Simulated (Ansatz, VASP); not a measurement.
TiAl: VASP beside Ansatz

```xyz
6
Lattice="3.3958 0.0000 0.0000 0.0000 3.3958 0.0000 0.0000 0.0000 8.5210" Properties=species:S:1:pos:R:3 pbc="T T T"
Al    0.0000    0.0000   -0.0102
Al    1.6979    1.6979    1.4202
Al    0.0000    0.0000    2.8506
Ti    1.6979    1.6979    4.3020
Ti    0.0000    0.0000    5.6807
Ti    1.6979    1.6979    7.0593
```

Alike in both runs: functional PBEsol; k mesh 12 × 12 × 4; occupations gaussian, width 0.1 eV; no spin polarisation.

Ansatz relaxed the structure, and its values are those at the end. VASP's run is a single point on that final structure, the one shown.

|  | VASP | Ansatz |
| --- | --- | --- |
| version | VASP 6.6.1 | Ansatz 0.2.0 |
| potentials or method | VASP PAW PBE potentials, release 64 (Al, Ti_sv) | scalar-relativistic, plane waves, PAW |
| plane-wave cutoff (eV) | 520 | 420 |
| valence electrons in the cell | 45 | 45 |

|  | VASP | Ansatz | Ansatz less VASP |
| --- | --- | --- | --- |
| gap on the k mesh at the Fermi level (eV) | none | none | - |
| pressure (GPa) | -0.1 | 0.0 | +0.03 |
| rms of the force components (eV/Å) | 0.007 | 0.001 | -0.0053 |

A gap of «none» marks a metal or a gap that the smearing closes.

Caveats: the PAW data sets were made with another functional, which shifts forces and pressure a little (VASP).
